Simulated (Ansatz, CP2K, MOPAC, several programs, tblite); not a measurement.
Energy against volume for PbS (P2_1/m) from a database structure, at fixed shape and fractional coordinates, computed by several methods (PBE and r2SCAN, where shown, with plane waves in Ansatz); the cell shown is that of r2SCAN+rVV10. With free coordinates or axes held, a curve is too stiff, and on another method's shape its minimum isn't the method's own volume. It is monoclinic, P2_1/m (No. 11); a = 5.871 Å, b = 3.979 Å, c = 9.978 Å, β = 90.7° in the conventional setting, 29.14 Å³ an atom. Around Pb lie 4 S at 2.69–2.98 Å; around Pb lie 6 S at 2.75–3.26 Å; around S lie 5 Pb at 2.75–3.02 Å; around S lie 5 Pb at 2.69–3.26 Å. (Simulation; spin polarisation is off.) Energies count from each curve's lowest point; fits are third-order Birch-Murnaghan.

```cif
data_structure
_symmetry_space_group_name_H-M 'P2_1/m'
_symmetry_Int_Tables_number 11
_cell_length_a 5.8713
_cell_length_b 3.9792
_cell_length_c 9.9779
_cell_angle_alpha 90.000
_cell_angle_beta 90.746
_cell_angle_gamma 90.000
_cell_volume 233.10
loop_
_atom_site_label
_atom_site_type_symbol
_atom_site_symmetry_multiplicity
_atom_site_Wyckoff_symbol
_atom_site_fract_x
_atom_site_fract_y
_atom_site_fract_z
_atom_site_occupancy
Pb1 Pb 2 e 0.73768 0.75000 0.38157 1
Pb2 Pb 2 e 0.26038 0.75000 0.10651 1
S1 S 2 e 0.74713 0.75000 0.08343 1
S2 S 2 e 0.43355 0.25000 0.34566 1
```

GFN2-xTB (tblite), on the shape of the cell shown, as a cluster of 48 atoms at the zone centre:

| V (Å³/atom) | E (meV/atom) |
| --- | --- |
| 25.641 | 23.31 |
| 27.389 | 0.00 |
| 29.137 | 12.45 |
| 30.885 | 50.05 |
| 32.634 | 107.03 |

V₀ = 27.57 Å³ an atom and B₀ = 49 GPa.

Question: PM7 (MOPAC), on the shape of the cell shown, as a cluster of 48 atoms at the zone centre, gives
```tsv
V (Å³/atom)	E (meV/atom)
25.641	182.81
27.389	72.42
29.137	15.51
30.885	0.00
32.634	15.13
```
What equilibrium volume and bulk modulus follow?

Answer: V₀ = 30.82 Å³ an atom and B₀ = 50 GPa.

GFN1-xTB (tblite), on the shape of the cell shown, as a cluster of 48 atoms at the zone centre:
```csv
V (Å³/atom),E (meV/atom)
25.641,0.00
27.389,6.48
29.137,60.72
30.885,147.75
32.634,255.32
```
The lowest point is an end point, so the minimum isn't bracketed.

light PBE (260 eV, its own mesh), on the shape of the cell shown:
```csv
V (Å³/atom),E (meV/atom)
26.806,97.67
27.972,45.27
29.137,16.26
30.303,0.00
31.468,7.58
32.634,17.51
```
The points scatter about a smooth fit, as a low cutoff and a light mesh can make them, so no fit is quoted.

PBE/SZV (CP2K), on the shape of the cell shown:
```tsv
V (Å³/atom)	E (meV/atom)
25.641	62.15
27.389	4.42
29.137	0.00
30.885	33.85
32.634	95.13
```
V₀ = 28.41 Å³ an atom and B₀ = 65 GPa.
